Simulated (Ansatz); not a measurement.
# NbGe2As4 monolayer in a perpendicular field, part 2 of 2

Aim: how the NbGe2As4 monolayer screens a field along its normal, and what the field does to its bands. A positive field points along +c.

Ansatz 0.2.0; plane-wave DFT, PBE-D3(BJ), Ansatz PAW.

So far. Step 2 (Relaxing the slab): The lattice constant a goes from 3.730 to 3.707 Å.

**3. Atoms held, field 0**

A sawtooth potential applies the field, turning back in the middle of the vacuum. With the dipole correction the typed value is the field outside the slab. The induced dipole is small, so the SCF threshold is tight.

The cell differs from the one that the last finished run ended in (c 49.841 → 28.190 Å).

input.yaml reads:

```yaml
crystal:
  lattice:
    - [3.7073645325, 0.0, 0.0]
    - [-1.8536822663, 3.2106718663, 0.0]
    - [0.0, 0.0, 28.1899694656]
  atoms:
    - { symbol: As, position: [0.0, 0.0, 0.3192624955] }
    - { symbol: Ge, position: [0.3333333333, 0.6666666667, 0.3603809171] }
    - { symbol: As, position: [0.3333333333, 0.6666666667, 0.4466548996] }
    - { symbol: Nb, position: [0.0, 0.0, 0.5] }
    - { symbol: As, position: [0.3333333333, 0.6666666667, 0.5533451004] }
    - { symbol: Ge, position: [0.3333333333, 0.6666666667, 0.6396190829] }
    - { symbol: As, position: [0.0, 0.0, 0.6807375045] }
kpoints:
  mp_grid: { grid: [12, 12, 1] }
  band_path:
    path: [[0, 0, 0], [0.5, 0, 0], [0.33333333, 0.33333333, 0], [0, 0, 0]]
    npoints: 16
hamiltonian:
  xc: pbe
  dispersion: d3bj
scf:
  occupations: { method: fermi_dirac, width: 0.02585 }
  convergence: { dr2_threshold: 1.0e-10 }
efield:
  axis: 3
  dipole_correction: true
  ramp_position: 0.97
  ramp_width: 0.06
  amplitude: 0
output:
  dos: { projected: true, e_range: [-6, 5] }
  write_potential: true
  write_density: true
  volumetric_format: npy
  elf: true
```

On the command line:

```
> ansatz run input.yaml --threads 4 --pin off --max-ram 6144MiB --backend cpu --events-out ev --progress --plain --runs-dir out
```

Numbers of over 12 decimals in the logs are rounded to 6 here.

Log:

```text
[...]
Crystal: 7 atoms, lattice volume = 335.549 Å³
Basis set: ecut = 420 eV, 6563 PW (Γ)
Bands: 61, of which v1, the nominal top of the filled ones, is band 51 counted from 1 (50 counted from 0)
Symmetry: 6 space group operations
k-points: 19 of 144 (time reversal used)
[...]
SCF iter   1: F=—  HF=-32570.044232 eV  |F-HF|=—  |Δ(HF+E_count)|=         —  Δρ=3.20e-3  dr2=9.00e-2  ethr=1.77e-3  p=0.000 e·Å  D=2.05e-13 V/Å  ΔV_dip=-0.00 eV  dr2_dipole=2.74e-9  V_vac-E_F(+/−)=5.22/5.22 eV  ⟨swp⟩=7.4  Hψ=4531  notcnv=0
efield: sawtooth ramp at fractional position 0.9700 (set: `efield.ramp_position`, or a place that a band, a saddle search or an elastic batch's reference lends), width 0.0600; the density the first Hamiltonian is built on has a dipole p = 0.000 e·Å; the dipole correction subtracts the counter field D = 2.05e-13 V/Å, which shifts the + side's vacuum level by -0.00 eV against the − side's; the planar-averaged density in the ramp window peaks in size at 2.0e-5 e/Å³
[...]
SCF iter   2: F=—  HF=-32570.045066 eV  |F-HF|=—  |Δ(HF+E_count)|=   8.34e-4  Δρ=1.31e-3  dr2=2.01e-2  ethr=8.91e-5  p=0.000 e·Å  D=4.65e-6 V/Å  ΔV_dip=-0.00 eV  dr2_dipole=7.56e-9  V_vac-E_F(+/−)=4.93/4.93 eV  ⟨swp⟩=3.0  Hψ=1773  notcnv=0  defer=65
[...]
SCF iter  11: F=-32570.042643 eV  HF=-32570.042643 eV  |F-HF|=2.11e-10  |Δ(HF+E_count)|=  4.11e-10  Δρ=7.71e-8  dr2=1.58e-11  ethr=1.00e-12  p=0.000 e·Å  D=1.37e-7 V/Å  ΔV_dip=-0.00 eV  dr2_dipole=1.88e-12  V_vac-E_F(+/−)=5.01/5.01 eV  ⟨swp⟩=2.7  Hψ=2207  notcnv=0
SCF 1 converged in 11 iterations: F = -32570.042643 eV  dr2 = 1.58e-11
[...]
NSCF: frozen V_eff on 49 k-points
efield: sawtooth ramp at fractional position 0.9700 (kept from the solve that this one continues, or follows in the run), width 0.0600; the density the first Hamiltonian is built on has a dipole p = 0.000 e·Å; the dipole correction subtracts the counter field D = 1.37e-7 V/Å, which shifts the + side's vacuum level by -0.00 eV against the − side's; the planar-averaged density in the ramp window peaks in size at 4.2e-6 e/Å³
WARN: The output density's exchange-correlation potential varies sharply where the density is thin. Do not read a vacuum level from v_tot or v_xc, or from such a field of the output density. On a cell that repeats whose density bears no net charge and no dipole along the vacuum's axis use v_es (v_loc + v_h of the components); under efield.dipole_correction with no amplitude use v_es + v_field, which holds any externa [...]
SCF converged after 11 iterations
Free energy (F): -32570.042643 eV
[...]
Internal energy: -32570.037001 eV  (E = F + TS)
E sigma→0 (E₀):  -32570.039822 eV
Entropy (-TS):   -0.005642 eV (-0.806 meV/atom)
Fermi energy:    1.771401 eV
Dipole field:    D = -0.000001 V/Å  (p = -0.000002 e·Å, saw-weighted, corrected)
Work function:   Φ+ = 5.0137 eV   Φ− = 5.0136 eV
Levels:          The Fermi level and band energies are counted from a zero that moves with the ramp; work functions are not
[...]
--- Band table (eV; the first three rows and the last of 19) ---
  k-point 0: bands = [... 47 lower, 1.5242, 1.6413, 1.6413, 2.1757, 3.6589, 3.7836, 4.8256, 4.8256, ... 6 higher]
  k-point 1: bands = [... 47 lower, 1.3403, 1.3681, 1.4794, 2.2157, 4.2071, 4.2100, 4.7108, 4.8826, ... 6 higher]
  k-point 2: bands = [... 47 lower, 0.9471, 1.1202, 1.1848, 2.0712, 3.9786, 4.0121, 4.7243, 4.9933, ... 6 higher]
  k-point 18: bands = [... 47 lower, -0.4599, 0.3718, 1.1209, 2.3915, 2.9112, 3.1498, 3.9632, 4.0624, ... 6 higher]
```

The job ended after 13 s (4 threads of Intel Xeon Platinum 8559C (Emerald Rapids), shared host; peak memory 1.2 GiB; 50 s of CPU time).

Numbers from this step:

* energy at zero smearing: -32570.0398 eV
* work function, upper face: 5.014 eV
* dipole along the normal: -2.39e-6 e·Å

Running mean over a fixed 2.8 Å (it still follows the layers) of the planar mean; the ramp of the sawtooth is left out. The electron's electrostatic potential energy less the Fermi level by z:

| z (Å) | electron's electrostatic potential energy less the Fermi level (eV) |
| --- | --- |
| 4 | 5.01 |
| 5 | 5.01 |
| 6 | 4.96 |
| 7 | 4.07 |
| 8 | 1.41 |
| 9 | -2.88 |
| 10 | -3.75 |
| 11 | -2.43 |
| 12 | -0.936 |
| 13 | -5.17 |
| 14 | -7.17 |
| 15 | -5.97 |
| 16 | -1.23 |
| 17 | -1.94 |
| 18 | -3.48 |
| 19 | -3.50 |
| 20 | 0.628 |
| 21 | 3.63 |
| 22 | 4.91 |
| 23 | 5.01 |
| 24 | 5.01 |
| 25 | 5.01 |

The density of states has structure finer than the step of the table below, so its rows give means over 0.2 eV, whole bins alone (the curve runs from -6 to 1.99 eV). Peaks (eV: height): -4.29: 8.47, -3.99: 8.19, -1.84: 10.5, -1.73: 10.6, -1.42: 11.0, -1.26: 17.0, 1.42: 8.21.

Density of states against energy, zero at the Fermi level; means over each step:

| energy (eV) | density of states (states/eV a cell) |
| --- | --- |
| -5.8 | 0.723 |
| -5.6 | 1.66 |
| -5.4 | 0 |
| -5.2 | 0 |
| -5.0 | 0 |
| -4.8 | 0 |
| -4.6 | 9.3e-5 |
| -4.4 | 4.69 |
| -4.2 | 3.38 |
| -4.0 | 4.41 |
| -3.8 | 4.47 |
| -3.6 | 3.41 |
| -3.4 | 3.47 |
| -3.2 | 4.48 |
| -3.0 | 3.01 |
| -2.8 | 4.44 |
| -2.6 | 3.54 |
| -2.4 | 4.77 |
| -2.2 | 6.37 |
| -2.0 | 5.91 |
| -1.8 | 7.80 |
| -1.6 | 4.70 |
| -1.4 | 6.16 |
| -1.2 | 8.14 |
| -1.0 | 6.95 |
| -0.8 | 5.25 |
| -0.6 | 2.82 |
| -0.4 | 1.79 |
| -0.2 | 2.92 |
| 0.0 | 3.23 |
| 0.2 | 1.83 |
| 0.4 | 1.47 |
| 0.6 | 0.127 |
| 0.8 | 0 |
| 1.0 | 0 |
| 1.2 | 1.40 |
| 1.4 | 3.34 |
| 1.6 | 1.76 |
| 1.8 | 2.52 |

Projected DOS per atom over height of the atomic layer and energy from the Fermi level. Layers: As Ge As Nb As Ge As from below.

Ten even steps from '_' (0.00 states/eV) to '@' (2.11 states/eV), each cell a mean:
```
....__==__....
....__--__....
______..______
______________
______==______
______@@______
..__..--..__..
::..======..::
==..**##**..==
==..==++==..==
**--==++==--**
++::--==--::++
::::::--::::::
::::::--::::::
::..------..::
::::--::--::::
..::--::--::..
::----::----::
______________
______________
______________
______________
```
Columns: height of the atomic layer (Å) from 9 to 19.2 (not evenly spaced); rows upwards: energy from the Fermi level (eV) from -5.96 to 1.96.

Electronic bands along the path, in eV, zero at the Fermi level:

| point | band 47 | band 48 | band 49 | band 50 | band 51 | band 52 | band 53 | band 54 |
| --- | --- | --- | --- | --- | --- | --- | --- | --- |
| Γ | -0.25 | -0.25 | -0.13 | -0.13 | 0.40 | 1.89 | 2.01 | 3.05 |
| halfway | -1.54 | -1.03 | -1.02 | -0.92 | -0.01 | 1.88 | 2.00 | 2.45 |
| M | -1.79 | -1.61 | -1.58 | -0.57 | -0.29 | 1.43 | 1.58 | 2.19 |
| halfway | -1.93 | -1.73 | -1.33 | -0.97 | 0.09 | 1.29 | 1.91 | 2.17 |
| K | -2.63 | -2.23 | -1.40 | -0.65 | 0.62 | 1.14 | 1.38 | 2.19 |
| halfway | -1.79 | -1.24 | -1.16 | -0.83 | -0.05 | 2.02 | 2.48 | 2.64 |
| Γ | -0.25 | -0.25 | -0.13 | -0.13 | 0.40 | 1.89 | 2.01 | 3.05 |

Valence density in the ca plane at fractional y = 0.667, with atoms of Ge and As within 0.2 Å of it. It is the smooth field of the valence electrons, not physical close to the nuclei.

Ten steps, logarithmic in the rise over the least value, from '0' (0 e/Å³) to '9' (35 e/Å³), each cell a mean:
```
00000000000000000000111100000000011111000000
00000000000000000000111000000000011110000000
00000000000000000000111100000000111111000000
00000000000000000000011111000111111111111000
00000000000000000000011332111234211112343111
00000000000000000000012685212477521113686211
00000000000000000000013897212589621114897322
00000000000000000000012675212467421113675211
00000000000000000000011222111233211112232111
00000000000000000000111110000011111111111000
```
Columns run along c (16.0 Å, from fractional 0.06 to 0.62 of the cell), rows up along a (3.7 Å). Atoms in or near the plane, at fractional coordinates: Ge at (0.36, 0.33), As at (0.45, 0.33), As at (0.55, 0.33).

ELF in the ca plane at fractional y = 0.667, with atoms of Ge and As within 0.2 Å of it. It is the smooth field of the valence electrons, not physical close to the nuclei.

Values, 6 rows by 16 columns, each cell a mean:
```
0.00 0.09 0.50 0.62 0.51 0.22 0.10 0.30 0.17 0.17 0.30 0.10 0.22 0.51 0.62 0.50
0.00 0.07 0.43 0.59 0.55 0.29 0.18 0.45 0.21 0.21 0.45 0.18 0.29 0.55 0.59 0.43
0.00 0.01 0.12 0.35 0.46 0.38 0.53 0.63 0.45 0.45 0.63 0.53 0.38 0.46 0.35 0.12
0.00 0.00 0.02 0.16 0.21 0.20 0.63 0.28 0.44 0.44 0.28 0.63 0.20 0.21 0.16 0.02
0.00 0.00 0.03 0.20 0.27 0.25 0.63 0.39 0.46 0.46 0.39 0.63 0.25 0.27 0.20 0.03
0.00 0.03 0.22 0.45 0.54 0.40 0.44 0.66 0.39 0.39 0.66 0.44 0.40 0.54 0.45 0.22
```
Columns run along c (16.0 Å, from fractional 0.19 to 0.76 of the cell), rows up along a (3.7 Å). Atoms in or near the plane, at fractional coordinates: Ge at (0.36, 0.33), As at (0.45, 0.33), As at (0.55, 0.33), Ge at (0.64, 0.33).

Electrostatic potential energy in the ca plane at fractional y = 0.667, with atoms of Ge and As within 0.2 Å of it. With pseudopotentials it is smooth inside the atoms' cores, unlike the true potential.

Ten even steps from '0' (-23 eV) to '9' (7 eV), each cell a mean:
```
99999999999999999998767889999999875567899999
99999999999999999998667899999999865467899999
99999999999999999998777888999998876668889999
99999999999999999998877666888766777777667888
99999999999999999999874102577433368874333577
99999999999999999999861000264388447863795364
99999999999999999999850000163599637853998353
99999999999999999999861000265378347863685365
99999999999999999999875212687433478875333687
99999999999999999998877777898877777777777898
```
Columns run along c (16.0 Å, from fractional 0.06 to 0.62 of the cell; values clipped at the 3rd and 97th percentile), rows up along a (3.7 Å). Atoms in or near the plane, at fractional coordinates: Ge at (0.36, 0.33), As at (0.45, 0.33), As at (0.55, 0.33).

The work function of the upper face is 5.01 eV.

**4. Single point, field 0.1 V/Å**

input.yaml, as its differences from that of step 3:

```diff
@@ -29,5 +29,4 @@
   ramp_width: 0.06
-  amplitude: 0
+  amplitude: 0.1
 output:
-  dos: { projected: true, e_range: [-6, 5] }
   write_potential: true
@@ -35,2 +34 @@
   volumetric_format: npy
-  elf: true
```

Log:

```text
[...]
Crystal: 7 atoms, lattice volume = 335.549 Å³
Basis set: ecut = 420 eV, 6563 PW (Γ)
Bands: 61, of which v1, the nominal top of the filled ones, is band 51 counted from 1 (50 counted from 0)
Symmetry: 6 space group operations
k-points: 19 of 144 (time reversal used)
[...]
k-point 0: bands = [... 47 lower, 1.5223, 1.6424, 1.6424, 2.1753, 3.6553, 3.7859, 4.8249, 4.8249, ... 6 higher]
  k-point 1: bands = [... 47 lower, 1.3388, 1.3676, 1.4802, 2.2154, 4.1873, 4.2281, 4.7095, 4.8825, ... 6 higher]
  k-point 2: bands = [... 47 lower, 0.9462, 1.1205, 1.1843, 2.0708, 3.9705, 4.0188, 4.7232, 4.9932, ... 6 higher]
  k-point 18: bands = [... 47 lower, -0.4605, 0.3713, 1.1208, 2.3910, 2.9106, 3.1494, 3.9629, 4.0615, ... 6 higher]
[key lines of the parts left out:]
SCF converged after 13 iterations
Free energy (F): -32570.046728 eV
Fermi energy:    1.771006 eV
Dipole field:    D = 0.044064 V/Å  (p = 0.081710 e·Å, saw-weighted, corrected)
```

It took 13 s on 4 threads; peak memory 1.1 GiB; 52 s of CPU time.

The dipole is 0.0817 e·Å.

**5. Atoms held, field -0.1 V/Å**

input.yaml, as its differences from that of step 4:

```diff
@@ -29,3 +29,3 @@
   ramp_width: 0.06
-  amplitude: 0.1
+  amplitude: -0.1
 output:
```

Log:

```text
[...]
Crystal: 7 atoms, lattice volume = 335.549 Å³
Basis set: ecut = 420 eV, 6563 PW (Γ)
Bands: 61, of which v1, the nominal top of the filled ones, is band 51 counted from 1 (50 counted from 0)
Symmetry: 6 space group operations
k-points: 19 of 144 (time reversal used)
[...]
k-point 0: bands = [... 47 lower, 1.5223, 1.6424, 1.6424, 2.1753, 3.6553, 3.7859, 4.8249, 4.8249, ... 6 higher]
  k-point 1: bands = [... 47 lower, 1.3388, 1.3676, 1.4802, 2.2154, 4.1873, 4.2281, 4.7095, 4.8825, ... 6 higher]
  k-point 2: bands = [... 47 lower, 0.9462, 1.1205, 1.1843, 2.0708, 3.9705, 4.0188, 4.7232, 4.9932, ... 6 higher]
  k-point 18: bands = [... 47 lower, -0.4605, 0.3713, 1.1208, 2.3910, 2.9106, 3.1494, 3.9629, 4.0615, ... 6 higher]
[key lines of the parts left out:]
SCF converged after 13 iterations
Free energy (F): -32570.046728 eV
Fermi energy:    1.771005 eV
Dipole field:    D = -0.044064 V/Å  (p = -0.081710 e·Å, saw-weighted, corrected)
```

It took 13 s on 4 threads; peak memory 1.1 GiB; 52 s of CPU time.

The dipole is -0.0817 e·Å.

**6. Response, atoms held**

This step: plane-wave DFT, PBE-D3(BJ), Ansatz PAW; response to a field along the normal, atoms held (Ansatz 0.2.0).

The dipoles give the slope, and the difference of two potentials shows where the field is screened.

This step gave:

| Item | Value |
| --- | --- |
| equivalent conductor thickness p/(ε₀AE) | 12.42 Å |
| distance between the outer atoms | 10.19 Å |

Dipole of the cell against applied field:

| applied field (V/Å) | dipole of the cell (e·Å) |
| --- | --- |
| -0.1000 | -0.0817 |
| 0.0000 | -2.4e-6 |
| 0.1000 | 0.0817 |

Local field over the applied field, running mean. From the potentials at -0.1 and 0.1 V/Å; running mean over 2.5 Å. Table of local field over applied field by z:

| z (Å) | local field over applied field |
| --- | --- |
| 5 | 0.994 |
| 6 | 0.953 |
| 7 | 0.762 |
| 8 | 0.414 |
| 9 | 0.107 |
| 10 | 0.0360 |
| 11 | 0.0477 |
| 12 | 0.0408 |
| 13 | 0.0239 |
| 14 | 0.0106 |
| 15 | 0.0239 |
| 16 | 0.0324 |
| 17 | 0.0531 |
| 18 | 0.0357 |
| 19 | 0.0742 |
| 20 | 0.347 |
| 21 | 0.701 |
| 22 | 0.933 |
| 23 | 0.991 |
| 24 | 0.999 |

Electrons, planar mean, per unit field. Induced electron density against z:

| z (Å) | induced electron density (e/Å³ per V/Å) |
| --- | --- |
| 4.5 | 9.2e-6 |
| 5.0 | 2.8e-5 |
| 5.5 | 8.3e-5 |
| 6.0 | 2.3e-4 |
| 6.5 | 6.0e-4 |
| 7.0 | 0.00141 |
| 7.5 | 0.00280 |
| 8.0 | 0.00353 |
| 8.5 | 0.00152 |
| 9.0 | 6.0e-4 |
| 9.5 | 6.1e-4 |
| 10.0 | -5.8e-4 |
| 10.5 | -9.6e-4 |
| 11.0 | 4.4e-4 |
| 11.5 | 3.2e-4 |
| 12.0 | -1.9e-4 |
| 12.5 | 5.4e-4 |
| 13.0 | 3.6e-4 |
| 13.5 | -7.3e-4 |
| 14.0 | -1.8e-4 |
| 14.5 | 7.1e-4 |
| 15.0 | 3.4e-5 |
| 15.5 | -5.5e-4 |
| 16.0 | -6.6e-5 |
| 16.5 | -3.3e-5 |
| 17.0 | -5.6e-4 |
| 17.5 | 3.7e-4 |
| 18.0 | 0.00107 |
| 18.5 | -3.8e-4 |
| 19.0 | -5.3e-4 |
| 19.5 | -8.9e-4 |
| 20.0 | -0.00306 |
| 20.5 | -0.00329 |
| 21.0 | -0.00189 |
| 21.5 | -8.4e-4 |
| 22.0 | -3.3e-4 |
| 22.5 | -1.2e-4 |
| 23.0 | -4.3e-5 |
| 23.5 | -1.4e-5 |
| 24.0 | -4.6e-6 |

By hand: between -0.1 and 0.1 V/Å the dipole changes by 0.1634 e·Å, a slope of 0.8171 e·Å²/V. A perfect conductor of thickness t has p = ε₀AEt, so t = 180.95 × 0.8171 / 11.903 = 12.42 Å (e/ε₀ = 180.95 V·Å, A in Å²).

The induced dipole is that of a conductor 12.42 Å thick.

**7. Outcome**

```yaml
gap_without_field: none
work_function_upper_face: 5.01 eV
equivalent_conductor_thickness_atoms_held: 12.4 Å
```

In words: The induced dipole equals that of a perfect conductor 12.42 Å thick, while the outer atoms lie 10.19 Å apart. There is no gap over 0.03 eV, with or without the field. The first relaxation ran with spin and lost its moment, and the later runs have none; other magnetic states were not tried. Spin-orbit coupling is left out. The outer anions sit over the metal atoms, one of several polytypes of such layers and not the lowest for every compound.

[Logs are printed without paths, hosts, clocks, repeated set-up lines and the standing remarks that a program may print on its own settings, such as how far it seeks lower states.]

[Hosts, paths, dates, database ids (printed as entryN), source tags and the programs' standing remarks are cut or masked in the printed files.]

[Maps of the electrostatic potential energy from Ansatz leave out the sawtooth potential of an applied field or a dipole correction, so their vacuum need not be flat; planar profiles and work functions include it.]

[The density of states shown here was stored with 400 of the rows of the run's finer table, so its peaks can read low, often by over a quarter, or be missed, and its means over a window can be off by a tenth or more.]
